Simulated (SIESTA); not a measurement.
TePb:

```
Pb Te
1.0
     0.00000    3.23100    3.23100
     3.23100    0.00000    3.23100
     3.23100    3.23100    0.00000
Pb Te
1 1
Cartesian
  0.0000 0.0000 0.0000
  3.2310 3.2310 3.2310
```

Base run:

| Item | Value |
| --- | --- |
| Program | SIESTA 5.4.2 |
| Functional | PBE |
| Potentials or basis | PseudoDojo 0.4 standard (PBE files) |
| Basis | DZP (energy shift 0.002 Ry) |
| Grid cutoff | 500 Ry |
| Energy shift | 0.002 Ry |
| k mesh | 7 × 7 × 7 |
| Occupations | fermi-dirac, width 0.05 eV |
| Spin | no spin polarisation |

Its results: pressure 3.0 GPa.

Task: The run is repeated on the same cell with these changes: functional from PBE to APBE. What comes out?

Result: Pressure 3.8 GPa.

Caveats: semicore shells carry a single zeta, which can move pressures by several GPa and volumes by a few percent; the basis of atomic orbitals isn't converged, which shifts pressures, moduli and gaps; the potentials were made for another functional, which shifts forces and pressure (some runs).
